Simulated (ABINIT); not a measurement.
TiTe2:

```
Te Ti
1.0
     3.77700    0.00000    0.00000
    -1.88850    3.27098    0.00000
     0.00000    0.00000    6.49800
Te Ti
2 1
Direct
  0.33333 0.66667 0.73720
  0.66667 0.33333 0.26280
  0.00000 0.00000 0.00000
```

Base run:

* Program: ABINIT 10.8.3 (patched build)
* Functional: HCTH407
* Potentials or basis: JTH PAW PBE v2.0
* Cutoff: 408 eV
* k mesh: 8 × 8 × 4
* Occupations: fermi-dirac, width 0.05 eV
* Spin: no spin polarisation

Its results: band gap on the k mesh none (metal or under the smearing width); pressure 2.8 GPa; largest force 0.287 eV/Å.

Q: The run is repeated on the same cell with these changes: functional from HCTH407 to PBE. What comes out?

A: Band gap on the k mesh none (metal or under the smearing width); pressure 1.1 GPa; largest force 0.032 eV/Å.

Caveats: spin-orbit coupling is left out, which moves the levels of the heavy elements; the PAW data sets were made with another functional, which shifts forces and pressure a little (some runs); this functional lacks dispersion, which binds the layers, so the pressure and a relaxed spacing across them are unreliable (some runs).
